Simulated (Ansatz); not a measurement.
Runs of Ansatz 0.2.0 on LuH2. It takes space group Fm-3m (No. 225, cubic). The conventional cell has a = 5.033 Å, b = 5.033 Å, c = 5.033 Å, α = 90.00°, β = 90.00°, γ = 90.00°. Around Lu (site symmetry m-3m) lie 8 H at 2.18 Å. H (site symmetry -43m) has 4 Lu at 2.18 Å as nearest neighbours. 

| task | spin | cell | target pressure (GPa) | points for each segment of the path | gap on the mesh (eV) | pressure (GPa) |
| --- | --- | --- | --- | --- | --- | --- |
| relaxation of cell and atoms | off | relaxed to 10 GPa | 10 | - | none | 10.0 |
| band structure | off | as given | - | 14 | none | -2.2 |
| relaxation of cell and atoms | off | relaxed to 2 GPa | 2 | - | none | 2.0 |
| relaxation of cell and atoms | off | relaxed | 0 | - | none | 0.0 |
| relaxation of cell and atoms | off | relaxed to 5 GPa | 5 | - | none | 5.0 |
| band structure | SOC, no magnetisation | as given | - | 14 | none | (a) |
| relaxation of cell and atoms | off | relaxed to 30 GPa | 30 | - | none | 30.0 |
| relaxation of cell and atoms | off | relaxed to 20 GPa | 20 | - | none | 20.0 |

Alike in all rows: level r2SCAN; potentials or basis Ansatz PAW; k mesh 9 × 9 × 9; cutoff (eV) 500; smearing fermi-dirac 0.05 eV.

Task: Fill in the values left out.

Result: (a) -2.6.

Caveats: the PAW data sets come from PBE, with cores solved anew for the run's functional, which leaves a small shift of forces and pressure; the plane-wave basis is chosen anew once the cell has moved, so the energies of steps on either side of that aren't comparable (some runs); spin-orbit coupling is left out, which moves the levels of the heavy elements (some runs).

A k mesh can miss the band edges, and rows without SOC leave out spin-orbit coupling on Lu.

A gap of «none» marks a metal or a gap under the smearing width.
